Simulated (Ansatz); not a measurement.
The system is AlN.

```
Al N
1.0
     0.00000    2.03452    2.03452
     2.03452    0.00000    2.03452
     2.03452    2.03452    0.00000
Al N
1 1
Cartesian
  2.0345 2.0345 2.0345
  0.0000 0.0000 0.0000
```

Measurements of this composition are mostly on another form, of space group No. 186.

Base run:

| Item | Value |
| --- | --- |
| Program | Ansatz 0.2.0 |
| Functional | PBE |
| Potentials or basis | Ansatz PAW |
| Cutoff | 420 eV (not typed: the program's choice for these potentials) |
| k mesh | 11 × 11 × 11 |
| Occupations | fixed |
| Spin | no spin polarisation |

Its results: band gap on the k mesh 4.58 eV, indirect (least direct gap 5.40 eV); electronic dielectric tensor (diagonal) 5.19.

The run is repeated on the same cell with these changes: functional from PBE to LDA. What comes out?

Band gap on the k mesh 4.42 eV, indirect (least direct gap 5.48 eV); electronic dielectric tensor (diagonal) 5.18.

Caveats: odd divisions of the mesh miss points on the zone boundary, where band edges often lie, so the gap on the mesh can be too wide.

A k mesh can miss the band edges.
